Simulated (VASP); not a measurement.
Crystal: PbF2.

```
Pb F
1.0
     6.42689    0.00000    0.00000
     0.00000    3.89098    0.00000
     0.00000    0.00000    7.63574
Pb F
4 8
Direct
  0.75600 0.75000 0.10300
  0.24400 0.25000 0.89700
  0.74400 0.25000 0.60300
  0.25600 0.75000 0.39700
  0.14200 0.75000 0.08500
  0.85800 0.25000 0.91500
  0.35800 0.25000 0.58500
  0.64200 0.75000 0.41500
  0.55100 0.75000 0.81400
  0.44900 0.25000 0.18600
  0.94900 0.25000 0.31400
  0.05100 0.75000 0.68600
```

```yaml
Program: VASP 6.6.1
Task: relaxation of cell and atoms
Functional: PBE
Potentials_or_basis: VASP PAW PBE potentials, release 64 (Pb_d, F)
Cutoff: 600 eV
k_mesh: 4 × 8 × 4
Occupations: gaussian, width 0.03 eV
Spin: no spin polarisation
```

At the start: pressure 1.6 GPa; volume 15.91 Å³/atom.

Q: How do energy, volume and symmetry change on relaxing?

A: Over 30 steps the energy falls by 33.7 meV/atom and the volume is 16.87 Å³/atom (+6.0 %); space group Pnma (No. 62, to 0.05 Å).

The path:
```csv
step,energy change (eV),largest force (eV/Å),pressure (GPa),volume (Å³)
1,0.0000,0.4341,1.58,190.95
2,-0.0661,0.3610,-0.15,195.30
3,-0.0817,0.3139,-1.30,198.55
4,-0.1400,0.2741,-1.00,197.89
5,-0.2466,0.2484,0.21,195.89
6,-0.2583,0.2200,0.90,194.91
7,-0.2957,0.2028,-0.11,198.45
8,-0.3014,0.1909,-0.60,200.41
9,-0.3329,0.1590,0.18,199.11
10,-0.3382,0.1589,0.67,198.34
11,-0.3589,0.1071,-0.27,201.57
12,-0.3591,0.1017,-0.36,201.92
13,-0.3700,0.0929,0.10,200.91
14,-0.3717,0.0914,0.41,200.30
15,-0.3799,0.0672,-0.02,201.67
16,-0.3814,0.0781,-0.34,202.68
17,-0.3897,0.0586,-0.04,202.03
18,-0.3924,0.0655,0.26,201.43
19,-0.3987,0.0513,-0.17,202.77
20,-0.3993,0.0589,-0.35,203.30
21,-0.4032,0.0291,0.08,202.22
22,-0.4032,0.0292,0.09,202.19
23,-0.4041,0.0186,-0.02,202.56
24,-0.4042,0.0175,-0.10,202.71
25,-0.4043,0.0143,0.10,202.23
26,-0.4044,0.0117,0.02,202.41
27,-0.4044,0.0118,0.03,202.39
28,-0.4045,0.0107,0.00,202.49
29,-0.4046,0.0112,-0.05,202.63
30,-0.4047,0.0098,-0.02,202.49
```

Final structure:
```cif
data_structure
_symmetry_space_group_name_H-M 'P 1'
_symmetry_Int_Tables_number 1
_cell_length_a 6.5670
_cell_length_b 3.9465
_cell_length_c 7.8132
_cell_angle_alpha 90.000
_cell_angle_beta 90.000
_cell_angle_gamma 90.000
_cell_volume 202.49
loop_
_atom_site_label
_atom_site_type_symbol
_atom_site_fract_x
_atom_site_fract_y
_atom_site_fract_z
_atom_site_occupancy
Pb1 Pb 0.74255 0.75000 0.09693 1
Pb2 Pb 0.25745 0.25000 0.90307 1
Pb3 Pb 0.75745 0.25000 0.59693 1
Pb4 Pb 0.24255 0.75000 0.40307 1
F1 F 0.14174 0.75000 0.07273 1
F2 F 0.85826 0.25000 0.92727 1
F3 F 0.35826 0.25000 0.57273 1
F4 F 0.64174 0.75000 0.42727 1
F5 F 0.51478 0.75000 0.85271 1
F6 F 0.48522 0.25000 0.14729 1
F7 F 0.98522 0.25000 0.35271 1
F8 F 0.01478 0.75000 0.64729 1
```
